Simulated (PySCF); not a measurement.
Peak assignment

Atoms are numbered as in `[OH:1][c:2]1[cH:3][cH:4][cH:5][cH:6][cH:7]1`. Hydrogens are named by the atom that carries them.

[PySCF 2.14: coordinates at the GFN2-xTB level; GIAO PBE0/pcSseg-1 shieldings; single conformer; one averaged value for each set of equivalent atoms; non-relativistic Hamiltonian; no solvent]

Chemical shifts δ = σref − σ; $^{13}$C (σ = 186.93 ppm), $^{1}$H (σ = 31.72 ppm) vs TMS, all at this level.

Question: Assign these signals to the numbered atoms. $^{13}$C{$^{1}$H} NMR (computed): δ 163.8 (C), 135.3 (CH), 124.8 (CH), 118.7 (CH).

Answer: 
163.8 → C2, aromatic carbon bearing oxygen: an ipso carbon deshielded by its heteroatom
135.3 → C4/C6, aromatic CH: the aromatic region
124.8 → C5, aromatic CH
118.7 → C3/C7, aromatic CH: resonance donation from the substituent shields this position

Question: Assign these signals to the numbered atoms. $^{1}$H NMR (500 MHz, computed): δ 7.53 (m, 2H), 7.11 (t, 1H), 6.95 (d, 2H), 4.22 (br s, 1H).

Answer: 
7.53 → H(C4)/H(C6), hydrogen on an aromatic CH: aromatic region
7.11 → H(C5), hydrogen on an aromatic CH
6.95 → H(C3)/H(C7), hydrogen on an aromatic CH
4.22 → H(O1), hydrogen on a phenol-type oxygen: labile proton, position sensitive to the medium

OH and NH positions are those of a molecule without intermolecular hydrogen bonds; in solution they move with solvent, concentration and temperature, and exchange usually removes their couplings. Shifts are as computed. Against solution values, carbons near 30 ppm lie about +3 ppm off and those near 130 ppm about +5 ppm. Of 1211 compounds with measured shifts, 218 miss one by over three times the rms of a fit or turn the order of signals round; such compounds aren't used in these exercises. No couplings were computed; multiplicities are counted from neighbouring protons, with m where these are inequivalent, close in shift, in a saturated or five-membered ring or joined by F or P, and br s for small geminal =CH2 splittings.
